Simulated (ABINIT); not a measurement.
# ZnS (F-43m) in ABINIT: a series of runs

One crystal, ZnS, is run at these levels: LDA, PBEsol, r2SCAN; tasks: single point.

Program: ABINIT 10.8.3 (patched build). These are calculated values, not measurements. Logs are shortened: lines on timing, memory, paths and dates and some standing lists are left out, and cuts for length are marked. The log counts tension as positive stress, the text compression.

**What was measured.**

“Electronic, vibrational, and thermodynamic properties of ZnS (zincblende and rocksalt structure)”, 2009, arxiv:0911.5022 quotes, for a bulk crystal of ZnS at 19 K: band gap 3.85 eV (direct).

The results are compared with them further down.

### Step 1. Starting point

The structure is cubic, space group F-43m (No. 216). Conventional cell: a = 5.404 Å, b = 5.404 Å, c = 5.404 Å, α = 90.00°, β = 90.00°, γ = 90.00°. Zn (site symmetry -43m) has 4 S at 2.34 Å as nearest neighbours. Around S (site symmetry -43m) lie 4 Zn at 2.34 Å.

### Step 2. Single point, LDA

Input file run.abi:

```
# Pseudopotentials
pp_dirpath "./"
pseudos "Zn.LDA_PW-JTH.xml, S.LDA_PW-JTH.xml"

# Structure
acell 3*1.0
rprim
     0.0000000000     5.1060399887     5.1060399887
     5.1060399887     0.0000000000     5.1060399887
     5.1060399887     5.1060399887     0.0000000000
ntypat 2
znucl 30 16
natom 2
typat 1 2
xred
     0.7500000000     0.7500000000     0.7500000000
     0.0000000000     0.0000000000     0.0000000000

# Plane-wave basis
ecut 20.0
pawecutdg 40.0

# k points
kptopt 1
ngkpt 7 7 7
nshiftk 1
shiftk 0.0 0.0 0.0

# Exchange and correlation
ixc 7

# Bands and occupations
nband 13
occopt 3
tsmear 0.05 eV

# SCF cycle
nstep 100
tolvrs 1.0e-9

# Output
iomode 3
prtwf 0
prteig 0
prtebands 0
enunit 1
prtden 1
prtvha 1
prtvclmb 1
prtpot 1
```

Potentials or basis: JTH PAW LDA v2.0.

On the command line:

```
$ abinit run.abi > log 2>&1
```

run.abo:

```text
.Version 10.8.3 of ABINIT
 Symmetries : space group F-4 3 m (#216); Bravais cF (face-center cubic)
================================================================================
 Values of the parameters that define the memory need of the present run
     intxc =       0    ionmov =       0      iscf =      17    lmnmax =      18
     lnmax =       6     mgfft =      30  mpssoang =       3    mqgrid =    3001
     natom =       2  nloc_mem =       2    nspden =       1   nspinor =       1
    nsppol =       1      nsym =      24    n1xccc =       1    ntypat =       2
    occopt =       3   xclevel =       1
       mpw =        1154          nfft =       27000          nkpt =          20
 PAW method is used; the additional fine FFT grid is defined by:
   mgfftf=        45    nfftf =     91125
================================================================================
================================================================================

--------------------------------------------------------------------------------
------------- Echo of variables that govern the present computation ------------
--------------------------------------------------------------------------------
 -outvars: echo values of preprocessed input variables --------
            acell      1.0000000000E+00  1.0000000000E+00  1.0000000000E+00 Bohr
              amu      6.53900000E+01  3.20660000E+01
             ecut      2.00000000E+01 Hartree
           enunit           1
              ixc           7
         kptrlatt        7    0    0      0    7    0      0    0    7
          kptrlen      5.05472170E+01
            natom           2
            nband          13
            ngfft          30      30      30
          ngfftdg          45      45      45
             nkpt          20
            nstep         100
             nsym          24
           ntypat           2
           occopt           3
        pawecutdg      4.00000000E+01 Hartree
        prtebands           0
           prteig           0
           prtpot           1
         prtvclmb           1
           prtvha           1
            prtwf           0
            rprim      0.0000000000E+00  5.1060399887E+00  5.1060399887E+00
                       5.1060399887E+00  0.0000000000E+00  5.1060399887E+00
                       5.1060399887E+00  5.1060399887E+00  0.0000000000E+00
          spgroup         216
           tolvrs      1.00000000E-09
           tsmear      1.83746611E-03 Hartree
            typat      1  2
           useylm           1
           xangst      4.0529999972E+00  4.0529999972E+00  4.0529999972E+00
                       0.0000000000E+00  0.0000000000E+00  0.0000000000E+00
            xcart      7.6590599831E+00  7.6590599831E+00  7.6590599831E+00
                       0.0000000000E+00  0.0000000000E+00  0.0000000000E+00
             xred      7.5000000000E-01  7.5000000000E-01  7.5000000000E-01
                       0.0000000000E+00  0.0000000000E+00  0.0000000000E+00
[... 149 lines left out ...]
       0.750000000000      0.750000000000      0.750000000000
       0.000000000000      0.000000000000      0.000000000000
 rms dE/dt=  4.2940E-31; max dE/dt=  1.0518E-30; dE/dt below (all hartree)
    1       0.000000000000      0.000000000000      0.000000000000
    2       0.000000000000      0.000000000000      0.000000000000

 cartesian coordinates (angstrom) at end:
    1      4.05299999721958     4.05299999721958     4.05299999721958
    2      0.00000000000000     0.00000000000000     0.00000000000000

 cartesian forces (hartree/bohr) at end:
    1     -0.00000000000000     0.00000000000000    -0.00000000000000
    2      0.00000000000000    -0.00000000000000     0.00000000000000
 frms,max,avg= 5.1498546E-32 5.1498546E-32   0.000E+00  0.000E+00  0.000E+00 h/b

 cartesian forces (eV/Angstrom) at end:
    1     -0.00000000000000     0.00000000000000    -0.00000000000000
    2      0.00000000000000    -0.00000000000000     0.00000000000000
 frms,max,avg= 2.6481617E-30 2.6481617E-30   0.000E+00  0.000E+00  0.000E+00 e/A
 length scales=  1.000000000000  1.000000000000  1.000000000000 bohr
              =  0.529177210544  0.529177210544  0.529177210544 angstroms
 Fermi (or HOMO) energy (eV) =   6.11314   Average Vxc (eV)=  -9.70674
 Eigenvalues (   eV  ) for nkpt=  20  k points:
 kpt#   1, nband= 13, wtk=  0.00292, kpt=  0.0000  0.0000  0.0000 (reduced coord)
  -7.97073   -1.32430   -1.32430   -1.32430   -0.84028   -0.84028    5.16100    5.16100
   5.16100    7.00420   11.38150   11.38150   11.38150
 prteigrs : prtvol=0 or 1, do not print more k-points.

--- !EnergyTerms
iteration_state     : {dtset: 1, }
comment             : Components of total free energy in Hartree
kinetic             :  1.10369966297474E+01
hartree             :  2.11783057202983E+01
xc                  : -5.41161344671845E+00
Ewald energy        : -4.60608394718055E+01
psp_core            :  6.87077298303657E-01
local_psp           : -7.44623924913384E+01
PAW spherical_terms :  1.80847211528926E+01
internal            : -7.49477446086204E+01
'-kT*entropy'       : -7.67826279619058E-12
total_energy        : -7.49477446086281E+01
total_energy_eV     : -2.03943202681052E+03
...

--- !EnergyTermsDC
iteration_state     : {dtset: 1, }
comment             : '"Double-counting" decomposition of free energy'
band_energy         : -2.93909058962905E-01
Ewald energy        : -4.60608394718055E+01
psp_core            :  6.87077298303657E-01
xc_dc               : -2.06830919404240E+01
PAW spherical_terms : -8.59697999488483E+00
internal            : -7.49477431677735E+01
'-kT*entropy'       : -7.67826279619058E-12
total_energy_dc     : -7.49477431677812E+01
total_energy_dc_eV  : -2.03943198760308E+03
...

--- !EnergyTermsWithPAWCore
iteration_state     : {dtset: 1, }
comment             : 'Components of total free energy, including PAW core contributions'
Total energy        : -2.19145192422372E+03
Total energy DC     : -2.19145192278287E+03
Total energy (eV)   : -5.96324447495499E+04
Total energy DC (eV): -5.96324447103425E+04
...

 Cartesian components of stress tensor (hartree/bohr^3)
  sigma(1 1)=  1.71630761E-04  sigma(3 2)=  0.00000000E+00
  sigma(2 2)=  1.71630761E-04  sigma(3 1)=  0.00000000E+00
  sigma(3 3)=  1.71630761E-04  sigma(2 1)=  0.00000000E+00

-Cartesian components of stress tensor (GPa)         [Pressure= -5.0496E+00 GPa]
- sigma(1 1)=  5.04955131E+00  sigma(3 2)=  0.00000000E+00
- sigma(2 2)=  5.04955131E+00  sigma(3 1)=  0.00000000E+00
- sigma(3 3)=  5.04955131E+00  sigma(2 1)=  0.00000000E+00

== END DATASET(S) ==============================================================
================================================================================

 -outvars: echo values of variables after computation  --------
            acell      1.0000000000E+00  1.0000000000E+00  1.0000000000E+00 Bohr
           etotal     -7.4947743168E+01
            fcart     -5.1498545968E-32  5.1498545968E-32 -5.1498545968E-32
                       5.1498545968E-32 -5.1498545968E-32  5.1498545968E-32
            rprim      0.0000000000E+00  5.1060399887E+00  5.1060399887E+00
                       5.1060399887E+00  0.0000000000E+00  5.1060399887E+00
                       5.1060399887E+00  5.1060399887E+00  0.0000000000E+00
           strten      1.7163076059E-04  1.7163076059E-04  1.7163076059E-04
                       0.0000000000E+00  0.0000000000E+00  0.0000000000E+00
           xangst      4.0529999972E+00  4.0529999972E+00  4.0529999972E+00
                       0.0000000000E+00  0.0000000000E+00  0.0000000000E+00
             xred      7.5000000000E-01  7.5000000000E-01  7.5000000000E-01
                       0.0000000000E+00  0.0000000000E+00  0.0000000000E+00
 Calculation completed.
```

It took 21 s on 1 thread of Intel Xeon Platinum 8488C (Sapphire Rapids), shared host; peak memory 0.12 GiB.

Results:

| Quantity | Value |
| --- | --- |
| Free energy | -2039.4320 eV |
| Band gap on the k mesh | 1.84 eV, direct |
| Valence electrons inside the program's atomic spheres | Zn 10.81; S 3.59 |

Caveat: the cutoff is too short for stress, so the log's stress isn't used.

### Step 3. Single point, PBEsol

Input file run.abi:

```
# Pseudopotentials
pp_dirpath "./"
pseudos "Zn.GGA_PBE-JTH.xml, S.GGA_PBE-JTH.xml"

# Structure
acell 7.2210310021 7.2210310021 7.2210310021
rprim
     0.0000000000     0.7071067812     0.7071067812
     0.7071067812     0.0000000000     0.7071067812
     0.7071067812     0.7071067812     0.0000000000
ntypat 2
znucl 30 16
natom 2
typat 1 2
xred
     0.7500000000     0.7500000000     0.7500000000
     0.0000000000     0.0000000000     0.0000000000

# Plane-wave basis
ecut 20.0
pawecutdg 40.0

# k points
kptopt 1
ngkpt 5 5 5
nshiftk 1
shiftk 0.0 0.0 0.0

# Exchange and correlation
ixc -116133

# Bands and occupations
nband 13
occopt 3
tsmear 0.00183747

# SCF cycle
nstep 100
tolvrs 1.0e-9

# Output
iomode 3
prtwf 0
prteig 0
prtebands 0
prtden 1
prtvha 1
prtvclmb 1
prtpot 1
```

Potentials or basis: JTH PAW PBE v2.0.

On the command line:

```
$ abinit run.abi > log 2>&1
```

run.abo:

```text
.Version 10.8.3 of ABINIT
 Symmetries : space group F-4 3 m (#216); Bravais cF (face-center cubic)
================================================================================
 Values of the parameters that define the memory need of the present run
     intxc =       0    ionmov =       0      iscf =      17    lmnmax =      18
     lnmax =       6     mgfft =      30  mpssoang =       3    mqgrid =    3001
     natom =       2  nloc_mem =       2    nspden =       1   nspinor =       1
    nsppol =       1      nsym =      24    n1xccc =       1    ntypat =       2
    occopt =       3   xclevel =       2
       mpw =        1149          nfft =       27000          nkpt =          10
 PAW method is used; the additional fine FFT grid is defined by:
   mgfftf=        45    nfftf =     91125
================================================================================
================================================================================

--------------------------------------------------------------------------------
------------- Echo of variables that govern the present computation ------------
--------------------------------------------------------------------------------
 -outvars: echo values of preprocessed input variables --------
            acell      7.2210310021E+00  7.2210310021E+00  7.2210310021E+00 Bohr
              amu      6.53900000E+01  3.20660000E+01
             ecut      2.00000000E+01 Hartree
              ixc     -116133
         kptrlatt        5    0    0      0    5    0      0    0    5
          kptrlen      3.61051550E+01
            natom           2
            nband          13
            ngfft          30      30      30
          ngfftdg          45      45      45
             nkpt          10
            nstep         100
             nsym          24
           ntypat           2
           occopt           3
        pawecutdg      4.00000000E+01 Hartree
         pawxcdev           0
        prtebands           0
           prteig           0
           prtpot           1
         prtvclmb           1
           prtvha           1
            prtwf           0
            rprim      0.0000000000E+00  7.0710678120E-01  7.0710678120E-01
                       7.0710678120E-01  0.0000000000E+00  7.0710678120E-01
[... 171 lines left out ...]
 length scales=  7.221031002100  7.221031002100  7.221031002100 bohr
              =  3.821205042943  3.821205042943  3.821205042943 angstroms
 Fermi (or HOMO) energy (hartree) =   0.22883   Average Vxc (hartree)=  -0.35159
 Eigenvalues (hartree) for nkpt=  10  k points:
 kpt#   1, nband= 13, wtk=  0.00800, kpt=  0.0000  0.0000  0.0000 (reduced coord)
  -0.29189   -0.04214   -0.04214   -0.04214   -0.02378   -0.02378    0.19192    0.19192
   0.19192    0.26371    0.42208    0.42208    0.42208
      occupation numbers for kpt#   1
   2.00000    2.00000    2.00000    2.00000    2.00000    2.00000    2.00000    2.00000
   2.00000    0.00000    0.00000    0.00000    0.00000
 prteigrs : prtvol=0 or 1, do not print more k-points.

--- !EnergyTerms
iteration_state     : {dtset: 1, }
comment             : Components of total free energy in Hartree
kinetic             :  1.10094353798358E+01
hartree             :  2.11727945841212E+01
xc                  : -5.38595986785875E+00
Ewald energy        : -4.60608394705395E+01
psp_core            :  7.76162074695155E-01
local_psp           : -7.43968698266028E+01
PAW spherical_terms :  1.82209879618471E+01
internal            : -7.46642891645018E+01
'-kT*entropy'       : -6.89478735170535E-12
total_energy        : -7.46642891645087E+01
total_energy_eV     : -2.03171881123706E+03
...

--- !EnergyTermsDC
iteration_state     : {dtset: 1, }
comment             : '"Double-counting" decomposition of free energy'
band_energy         : -2.07664317382126E-01
Ewald energy        : -4.60608394705395E+01
psp_core            :  7.76162074695155E-01
xc_dc               : -2.06637275940178E+01
PAW spherical_terms : -8.50821664274712E+00
internal            : -7.46642859499913E+01
'-kT*entropy'       : -6.89478735170535E-12
total_energy_dc     : -7.46642859499982E+01
total_energy_dc_eV  : -2.03171872376577E+03
...

--- !EnergyTermsWithPAWCore
iteration_state     : {dtset: 1, }
comment             : 'Components of total free energy, including PAW core contributions'
Total energy        : -2.19328497001135E+03
Total energy DC     : -2.19328496679684E+03
Total energy (eV)   : -5.96823244664836E+04
Total energy DC (eV): -5.96823243790123E+04
...

 Cartesian components of stress tensor (hartree/bohr^3)
  sigma(1 1)=  8.04550044E-05  sigma(3 2)=  0.00000000E+00
  sigma(2 2)=  8.04550044E-05  sigma(3 1)=  0.00000000E+00
  sigma(3 3)=  8.04550044E-05  sigma(2 1)=  0.00000000E+00

-Cartesian components of stress tensor (GPa)         [Pressure= -2.3671E+00 GPa]
- sigma(1 1)=  2.36706795E+00  sigma(3 2)=  0.00000000E+00
- sigma(2 2)=  2.36706795E+00  sigma(3 1)=  0.00000000E+00
- sigma(3 3)=  2.36706795E+00  sigma(2 1)=  0.00000000E+00

== END DATASET(S) ==============================================================
================================================================================

 -outvars: echo values of variables after computation  --------
            acell      7.2210310021E+00  7.2210310021E+00  7.2210310021E+00 Bohr
           etotal     -7.4664285950E+01
            fcart     -0.0000000000E+00 -0.0000000000E+00 -0.0000000000E+00
                      -0.0000000000E+00 -0.0000000000E+00 -0.0000000000E+00
            rprim      0.0000000000E+00  7.0710678120E-01  7.0710678120E-01
                       7.0710678120E-01  0.0000000000E+00  7.0710678120E-01
                       7.0710678120E-01  7.0710678120E-01  0.0000000000E+00
           strten      8.0455004441E-05  8.0455004441E-05  8.0455004441E-05
                       0.0000000000E+00  0.0000000000E+00  0.0000000000E+00
           xangst      4.0529999973E+00  4.0529999973E+00  4.0529999973E+00
                       0.0000000000E+00  0.0000000000E+00  0.0000000000E+00
             xred      7.5000000000E-01  7.5000000000E-01  7.5000000000E-01
                       0.0000000000E+00  0.0000000000E+00  0.0000000000E+00
 Calculation completed.
```

Run time: 23 s. Hardware: 1 thread of Intel Xeon Platinum 8488C (Sapphire Rapids), shared host; peak memory 0.12 GiB.

Results:

```yaml
Free_energy: -2031.7187 eV
Band_gap_on_the_k_mesh: 1.95 eV, direct
Valence_electrons_inside_the_program's_atomic_spheres: Zn 10.79; S 3.59
```

Caveat: the cutoff is too short for stress, so the log's stress isn't used; the PAW data sets were made with another functional, which shifts forces and pressure a little.

### Step 4. Single point, r2SCAN

Input file run.abi:

```
pp_dirpath "./"
pseudos "Zn.GGA_PBE-JTH.xml, S.GGA_PBE-JTH.xml"

acell 7.2210310021 7.2210310021 7.2210310021
rprim
     0.0000000000     0.7071067812     0.7071067812
     0.7071067812     0.0000000000     0.7071067812
     0.7071067812     0.7071067812     0.0000000000
ntypat 2
znucl 30 16
natom 2
typat 1 2
xcart
     7.6590599831     7.6590599831     7.6590599831
     0.0000000000     0.0000000000     0.0000000000

ecut 653.073270 eV
pawecutdg 46.0

kptopt 1
ngkpt 4 4 4
nshiftk 1
shiftk 0.0 0.0 0.0

ixc -497498
usekden 1
pawxcdev 0

nband 13
occopt 3
tsmear 0.00183747

nstep 100
tolvrs 1.0e-7

iomode 3
prtwf 0
prtden 0
prteig 0
prtebands 0
enunit 2
```

On the command line:

```
$ abinit run.abi > log 2>&1
```

It took 43 s on 1 thread of Intel Xeon Platinum 8488C (Sapphire Rapids), shared host; peak memory 0.13 GiB.

Results (log left out):

| Property | Result |
| --- | --- |
| Free energy | -1791.3462 eV |
| Pressure | -0.3 GPa |
| Band gap on the k mesh | 2.63 eV, direct |
| Valence electrons inside the program's atomic spheres | Zn 10.78; S 3.61 |

Levels at points of the mesh, in eV from the valence-band top:
```csv
k point,band 5,band 6,band 7,band 8,band 9,band 10,band 11,band 12,band 13
"(0.00, 0.00, 0.00)",-5.98,-5.98,0.00,0.00,0.00,2.63,6.86,6.86,6.86
"(0.50, 0.00, 0.00)",-5.95,-5.78,-5.41,-0.89,-0.89,3.79,7.36,7.36,9.39
"(0.50, 0.50, 0.00)",-5.90,-5.76,-4.63,-2.29,-2.29,3.71,4.46,11.72,12.77
```

Caveat: the k mesh is coarse (spacing up to 0.50 Å⁻¹), so the values aren't converged; totals of a meta-GGA on PAW files have another zero than those of a GGA; the PAW data sets were made with another functional, which shifts forces and pressure a little. r2SCAN opens gaps a little over a GGA but as a rule still falls short of measured ones.

### Step 5. Summary

```tsv
level	potentials or basis	k mesh	cutoff (eV)	fine-grid cutoff	mesh quality	gap on the mesh (eV)
LDA	JTH PAW LDA v2.0	7 × 7 × 7	544	1088.46 eV	not flagged	1.84
PBEsol	JTH PAW PBE v2.0	5 × 5 × 5	544	1088.46 eV	not flagged	1.95
r2SCAN	JTH PAW PBE v2.0	4 × 4 × 4	653	1251.72 eV	coarse	2.63
```

Alike in all rows: task single point; no spin polarisation; cell as given; smearing fermi-dirac 0.05 eV.

Caveats: some runs use coarse meshes; the PAW data sets were made with another functional, which shifts forces and pressure a little (some runs); totals of a meta-GGA on PAW files have another zero than those of a GGA (some runs).

Absolute energies hang on the potentials; compare differences alone.

### Step 6. How close it comes

Step 2. A measured gap of ZnS is 3.85 eV (direct; 19 K; quoted in “Electronic, vibrational, and thermodynamic properties of ZnS (zincblende and rocksalt structure)”, 2009, arxiv:0911.5022); the calculated 1.84 eV misses it by -2.01 eV. So large a miss can be the level of theory's own, or it may mean another phase, state or a wrong row. The value is that of LDA, without temperature or zero-point motion. Semilocal functionals fall short of measured gaps as a rule.

Step 3. Against the measured gap of ZnS, 3.85 eV (direct; 19 K; quoted in “Electronic, vibrational, and thermodynamic properties of ZnS (zincblende and rocksalt structure)”, 2009, arxiv:0911.5022), the calculated 1.95 eV is off by -1.90 eV. The value is that of PBEsol, without temperature or zero-point motion. Semilocal functionals fall short of measured gaps as a rule.
